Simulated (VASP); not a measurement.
# Te2Pt in VASP: notebook, part 2 of 2

VASP 6.6.1. Earlier steps stand in the parts before.

## (6) Single point, PBE

This run uses another cell than the first one, of 58.49 Å³/atom, 1.189 times its volume.

Input file INCAR:

```
SYSTEM = Te2Pt
PREC = Accurate ; ENCUT = 460
EDIFF = 1E-7 ; ISMEAR = 0
SIGMA = 0.05 ; LREAL = .False.
LASPH = .True. ; NELM = 120
ALGO = Normal ; ISIF = 2
LWAVE = .False. ; LCHARG = .False.
LDIPOL = .True. ; IDIPOL = 3
DIPOL = 0.5 0.5 0.500 ; GGA = PE
NBANDS = 22 ; LVHAR = .True.
LVACPOTAV = .True.
```

Input file KPOINTS:

```
Automatic mesh
0
Gamma
  8 8 1
  0 0 0
```

Input file POSCAR:

```
Te2Pt
1.0
    4.0100000000      0.0000000000      0.0000000000
   -2.0050000000      3.4727618700      0.0000000000
    0.0000000000      0.0000000000     12.6005000000
Te Pt
2 1
Direct
    0.6666666667      0.3333333333      0.3968096504
    0.3333333333      0.6666666667      0.6031903496
    0.0000000000      0.0000000000      0.5000000000
```

Potentials or basis: VASP PAW PBE potentials, release 64 (Te, Pt).

Command:

```sh
> cat potpaw_PBE.64/Te/POTCAR potpaw_PBE.64/Pt/POTCAR > POTCAR
> mpirun -np 1 vasp_std > vasp.out
```

OUTCAR:

```text
SYSTEM = Te2Pt
   PREC = Accurate
   ENCUT = 460
   EDIFF = 1E-7
   ISMEAR = 0
   LREAL = .False.
   LASPH = .True.
   NELM = 120
   ISIF = 2
   GGA = PE

 Found     10 irreducible k-points:

 Following reciprocal coordinates:
            Coordinates               Weight
  0.000000  0.000000  0.000000      1.000000
  0.125000  0.000000  0.000000      6.000000
  0.250000  0.000000  0.000000      6.000000
  0.375000  0.000000  0.000000      6.000000
  0.500000  0.000000  0.000000      3.000000
  0.125000  0.125000  0.000000      6.000000
   k-points           NKPTS =     10   k-points in BZ     NKDIM =     10   number of bands    NBANDS=     22
   number of dos      NEDOS =    301   number of ions     NIONS =      3
   total plane-waves  NPLWV =  70560
   dimension x,y,z NGX =    28 NGY =   28 NGZ =   90
   dimension x,y,z NGXF=    56 NGYF=   56 NGZF=  180
   ions per type =               2   1
   NGX,Y,Z   is equivalent  to a cutoff of  11.61, 11.61, 11.87 a.u.
   NGXF,Y,Z  is equivalent  to a cutoff of  23.22, 23.22, 23.75 a.u.
 SYSTEM =  Te2Pt
   PREC   = accura    normal or accurate (medium, high low for compatibility)
   ISTART =      0    job   : 0-new  1-cont  2-samecut
   ICHARG =      2    charge: 1-file 2-atom 10-const
   ISPIN  =      1    spin polarized calculation?
   LNONCOLLINEAR =      F non collinear calculations
   LSORBIT =      F    spin-orbit coupling
   LASPH  =      T    aspherical Exc in radial PAW
   ENCUT  =  460.0 eV  33.81 Ry    5.81 a.u.   7.01  7.01 22.04*2*pi/ulx,y,z
   NELM   =    120;   NELMIN=  2; NELMDL= -5     # of ELM steps
   EDIFF  = 0.1E-06   stopping-criterion for ELM
   LREAL  =      F    real-space projection
   EDIFFG = 0.1E-05   stopping-criterion for IOM
   NSW    =      0    number of steps for IOM
   IBRION =     -1    ionic relax: 0-MD 1-quasi-New 2-CG
   NFREE  =      0    steps in history (QN), initial steepest desc. (CG)
   ISIF   =      2    stress and relaxation
   ISYM   =      2    0-nonsym 1-usesym 2-fastsym
   POTIM  = 0.5000    time-step for ionic-motion
   TEBEG  =    0.0;   TEEND  =   0.0 temperature during run
   PSTRESS=    0.0 pullay stress
   NELECT =      22.0000    total number of electrons
   NUPDOWN=      -1.0000    fix difference up-down
   EMIN   =  10.00;   EMAX   =-10.00  energy-range for DOS
   EFERMI =   0.00;   METHOD = LEGACY
   ISMEAR =     0;   SIGMA  =   0.05  broadening in eV -4-tet -1-fermi 0-gaus
   EFERMI_NEDOS =   21; number of points for ismear=-14 and -15
   IALGO  =     38    algorithm
   IMIX   =      4    mixing-type and parameters
     AMIX     =   0.40;   BMIX     =  1.00
     AMIX_MAG =   1.60;   BMIX_MAG =  1.00
  volume/ion in A,a.u.               =      58.49       394.71
  Fermi-wavevector in a.u.,A,eV,Ry     =   0.819370  1.548385  9.134503  0.671367
  Thomas-Fermi vector in A             =   1.930163
   LORBIT       =      0    0 simple, 1 ext, 2 COOP (PROOUT), +10 PAW based schemes
   GGA     = PE    functional components
   LHFCALC =     F    Hartree Fock is set to
   AEXX    =    0.0000 exact exchange contribution
   IVDW    =     0    specifies the selected vdW correction
   LEPSILON=     F    determine dielectric tensor
   LRPA    =     F    only Hartree local field effects (RPA)
 non-spin polarized calculation
 Gauss-broadening in eV      SIGMA  =   0.05
  energy-cutoff  :      460.00
  volume of cell :      175.47
 maximum number of plane-waves:      3955
 NGX is ok and might be reduce to    28
   NGX = 13   NGY = 13   NGZ = 45

 number of electron      22.0000004 magnetization

 dipolmoment           0.000000      0.000000     -0.000000 electrons x Angstroem

 Free energy of the ion-electron system (eV)
  ---------------------------------------------------
  ext. energy  EPLUGINS =         0.00000000
  ---------------------------------------------------
  free energy    TOTEN  =       -13.38858094 eV

  energy without entropy =      -13.38858094  energy(sigma->0) =      -13.38858094

 E-fermi :   0.9083     XC(G=0):  -5.3937

 val. band max:        0.6728950651   @ k =   0.1250   0.1250   0.0000
 cond. band min:       1.5114872999   @ k =   0.2500   0.0000   0.0000
 fundamental gap:      0.8385922348
 Fermi energy:         0.9083241421

 k-point     1 :       0.0000    0.0000    0.0000
  band No.  band energies     occupation
      1     -12.5889      2.00000
      2     -10.1353      2.00000
      3      -4.8568      2.00000
      4      -4.8568      2.00000
      5      -4.5172      2.00000
      6      -2.8797      2.00000
[... 14 lines left out ...]
     21       9.5506      0.00000
     22       9.9613      0.00000

 k-point     2 :       0.1250    0.0000    0.0000
  band No.  band energies     occupation
      1     -12.4130      2.00000
      2     -10.1588      2.00000
      3      -4.8644      2.00000
      4      -4.7615      2.00000
      5      -4.3826      2.00000
      6      -3.0318      2.00000
[... 14 lines left out ...]
     21       8.9164      0.00000
     22      10.1488      0.00000

 k-point     3 :       0.2500    0.0000    0.0000
  band No.  band energies     occupation
      1     -11.9216      2.00000
      2     -10.2341      2.00000
      3      -4.8451      2.00000
      4      -4.5297      2.00000
      5      -4.1224      2.00000
      6      -3.5516      2.00000
[... 14 lines left out ...]
     21       9.1201      0.00000
     22       9.9193      0.00000

 k-point     4 :       0.3750    0.0000    0.0000
  band No.  band energies     occupation
      1     -11.2511      2.00000
      2     -10.3770      2.00000
      3      -5.3367      2.00000
      4      -4.3394      2.00000
      5      -4.0881      2.00000
      6      -3.3914      2.00000
[... 14 lines left out ...]
     21       9.4118      0.00000
     22       9.8605      0.00000

 k-point     5 :       0.5000    0.0000    0.0000
  band No.  band energies     occupation
      1     -10.7045      2.00000
      2     -10.6471      2.00000
      3      -5.8172      2.00000
      4      -4.2935      2.00000
      5      -3.6124      2.00000
      6      -3.4331      2.00000
[... 14 lines left out ...]
     21       9.2828      0.00000
     22      10.4915      0.00000

 k-point     6 :       0.1250    0.1250    0.0000
  band No.  band energies     occupation
      1     -12.0786      2.00000
      2     -10.2073      2.00000
      3      -4.8260      2.00000
      4      -4.6102      2.00000
      5      -4.1733      2.00000
      6      -3.2653      2.00000
[... 14 lines left out ...]
     21       9.1788      0.00000
     22       9.6720      0.00000

 [... further k-points ...]

------------------------ aborting loop because EDIFF is reached ----------------------------------------

  FORCE on cell =-STRESS in cart. coord.  units (eV):
  Direction    XX          YY          ZZ          XY          YZ          ZX
  --------------------------------------------------------------------------------------
  -------------------------------------------------------------------------------------
  Total        2.5479210      2.5479210      2.8502095      0.0000000      0.0000000     -0.0000000
  in kB       23.2642676     23.2642676     26.0243691      0.0000000      0.0000000     -0.0000000
  external PRESSURE =      24.1843015 kB  Pullay stress =       0.0000000 kB

 VOLUME and BASIS-vectors are now :
 -----------------------------------------------------------------------------
  energy-cutoff  :      460.00
  volume of cell :      175.47
      direct lattice vectors                 reciprocal lattice vectors
     4.010000000  0.000000000  0.000000000     0.249376559  0.143977623  0.000000000
    -2.005000000  3.472761870  0.000000000     0.000000000  0.287955246  0.000000000
     0.000000000  0.000000000 12.600500000     0.000000000  0.000000000  0.079361930

 POSITION                                       TOTAL-FORCE (eV/Angst)
 -----------------------------------------------------------------------------------
      2.00500      1.15759      5.00000        -0.000000     -0.000000     -1.096920
     -0.00000      2.31517      7.60050         0.000000      0.000000      1.096920
      0.00000      0.00000      6.30025        -0.000000      0.000000      0.000000
 -----------------------------------------------------------------------------------
    total drift:                               -0.000000     -0.000000      0.000000

  FREE ENERGIE OF THE ION-ELECTRON SYSTEM (eV)
  ---------------------------------------------------
  free  energy   TOTEN  =       -13.3885809418 eV

  energy  without entropy=      -13.3885809418  energy(sigma->0) =      -13.38858094

 vacuum level on the upper side and lower side of the slab         5.456         5.456
```

OSZICAR:

```text
N       E                     dE             d eps       ncg     rms          rms(c)
DAV:   1     0.113734226667E+03    0.11373E+03   -0.72991E+03   440   0.702E+02
DAV:   2    -0.572607621804E+01   -0.11946E+03   -0.11223E+03   536   0.141E+02
DAV:   3    -0.137034899008E+02   -0.79774E+01   -0.79048E+01   548   0.389E+01
[... 12 lines left out ...]
DAV:  16    -0.133885789151E+02   -0.77269E-05   -0.17063E-06   530   0.635E-03    0.899E-03
DAV:  17    -0.133885803769E+02   -0.14617E-05   -0.56341E-07   500   0.452E-03    0.839E-03
DAV:  18    -0.133885807827E+02   -0.40588E-06   -0.71150E-08   452   0.150E-03    0.396E-03
DAV:  19    -0.133885809000E+02   -0.11731E-06   -0.14782E-08   420   0.580E-04    0.154E-03
DAV:  20    -0.133885809418E+02   -0.41802E-07   -0.79916E-09   464   0.581E-04
   1 F= -.13388581E+02 E0= -.13388581E+02  d E =-.621922E-12
```

stdout:

```text
POSCAR found type information on POSCAR TePt
 POSCAR found :  2 types and       3 ions
 scaLAPACK will be used
 LDA part: xc-table for (Slater+PW92), standard interpolation
 POSCAR, INCAR and KPOINTS ok, starting setup
 FFT: planning ... GRIDC
 FFT: planning ... GRID_SOFT
 FFT: planning ... GRID
 WAVECAR not read
 entering main loop
 -----------------------------------------------------------------------------
|                                                                             |
|           W    W    AA    RRRRR   N    N  II  N    N   GGGG   !!!           |
|           W    W   A  A   R    R  NN   N  II  NN   N  G    G  !!!           |
|           W    W  A    A  R    R  N N  N  II  N N  N  G       !!!           |
|           W WW W  AAAAAA  RRRRR   N  N N  II  N  N N  G  GGG   !            |
|           WW  WW  A    A  R   R   N   NN  II  N   NN  G    G                |
|           W    W  A    A  R    R  N    N  II  N    N   GGGG   !!!           |
|                                                                             |
|     Did not find any points to average over, which means that no vacuum     |
|     field-free region was found. Please increase the size of  your cell     |
|     in the dimension of the dipole correction to obtain accurate            |
|     workfunction values.                                                    |
|                                                                             |
 -----------------------------------------------------------------------------
```

Wall time 23 s (1 thread of Intel Xeon 6975P-C (Granite Rapids), shared host); peak memory 0.26 GiB.

The run converged, but some of its settings lie outside the range that counts as converged, so its numbers aren't taken as properties of the slab.

Results:

```
Free energy                            : -13.3886 eV
Largest force                          : 1.097 eV/Å
Band gap on the k mesh                 : 0.84 eV, indirect (least direct gap 1.06 eV)
Ionisation potential of the upper face : 4.78 eV
```

Caveat: spin-orbit coupling is left out, which moves the levels of the heavy elements.
